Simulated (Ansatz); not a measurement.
**SiC: zone-centre modes**

Computed with DFT PBE, scalar-relativistic, plane waves, PAW in Ansatz 0.2.0. The runs took a 420 eV cutoff, a Γ-centred 10×6×6 mesh and Gaussian smearing (0.05 eV). No spin polarisation.

The undisturbed cell (relaxed at this level):

```xyz
8
Lattice="-3.0918 0.0000 0.0000 0.0000 0.0000 -5.0740 0.0000 -5.3551 0.0000" Properties=species:S:1:pos:R:3 pbc="T T T"
Si   -1.5459   -0.8925   -5.0509
Si    0.0000   -3.5701   -5.0509
Si    0.0000   -1.7850   -2.5139
Si   -1.5459   -4.4626   -2.5139
C    -1.5459   -0.8925   -3.1437
C     0.0000   -3.5701   -3.1437
C     0.0000   -1.7850   -0.6067
C    -1.5459   -4.4626   -0.6067
```

Harmonic modes by finite displacements of 0.02 Å, without the LO–TO term. The cell doubles the primitive one, so its zone centre also holds the primitive cell's point q = (0, 1/2, 0).

Q: At this geometry, is the structure stable against these modes?

A: Yes: no mode is imaginary beyond 10 cm⁻¹, and only the three translations lie near zero.

Q: List the wavenumbers in cm⁻¹.

A: 0, 0, 0, 257, 257, 257, 337, 358, 429, 539, 543, 584, 730, 741, 743, 743, 749, 754, 764, 779, 779, 815, 823, 834.

Cost: 1 run of about 4 core-minutes, on Arm Neoverse V1 (shared hosts).